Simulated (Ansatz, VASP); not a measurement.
**One calculation of Sb, two programs**

The input INCAR:

```
SYSTEM = Sb
ALGO = Normal
EDIFF = 1E-6
ENCUT = 520
GGA = PE
ISIF = 2
ISMEAR = 0
LASPH = .True.
LCHARG = .False.
LREAL = .False.
LWAVE = .False.
NBANDS = 8
NELM = 100
PREC = Accurate
SIGMA = 0.1
```

Contents of KPOINTS:

```
k-points
0
Gamma
  16 16 16
  0 0 0
```

Contents of POSCAR:

```
Sb
1.0
    0.0000000000      2.2907625504      2.2907625504
    2.2907625504      0.0000000000      2.2907625504
    2.2907625504      2.2907625504      0.0000000000
Sb
1
Direct
    0.0000000000      0.0000000000      0.0000000000
```

Input for Ansatz:

```yaml
crystal:
  lattice:
    - [0.0, 2.2907625504, 2.2907625504]
    - [2.2907625504, 0.0, 2.2907625504]
    - [2.2907625504, 2.2907625504, 0.0]
  atoms:
    - { symbol: Sb, position: [0.0, 0.0, 0.0] }
basis:
  ecutwfc: 420
kpoints:
  mp_grid: { grid: [16, 16, 16] }
hamiltonian:
  xc: pbe
scf:
  occupations: { method: gaussian, width: 0.1 }
output:
  forces: true
  stress: true
  eigenvalues: true
```

Alike in both runs: task single point; functional PBE; k mesh 16 × 16 × 16; occupations gaussian, width 0.1 eV; no spin polarisation.

```csv
,VASP,Ansatz
version,VASP 6.6.1,Ansatz 0.2.0
potentials or method,"VASP PAW PBE potentials, release 64 (Sb)","scalar-relativistic, plane waves, PAW"
plane-wave cutoff (eV),520,420
valence electrons in the cell,5,15
```

```tsv
	VASP	Ansatz	Ansatz less VASP
gap on the k mesh at the Fermi level (eV)	none	none	-
pressure (GPa)	10.4	10.5	+0.12
```

A gap of «none» marks a metal or a gap that the smearing closes. With one functional, cell and mesh, what is left measures potentials, basis and numerics. The two sets of potentials don't hold the same shells in valence.

The runs have no spin-orbit coupling, so splittings on Sb are missing.
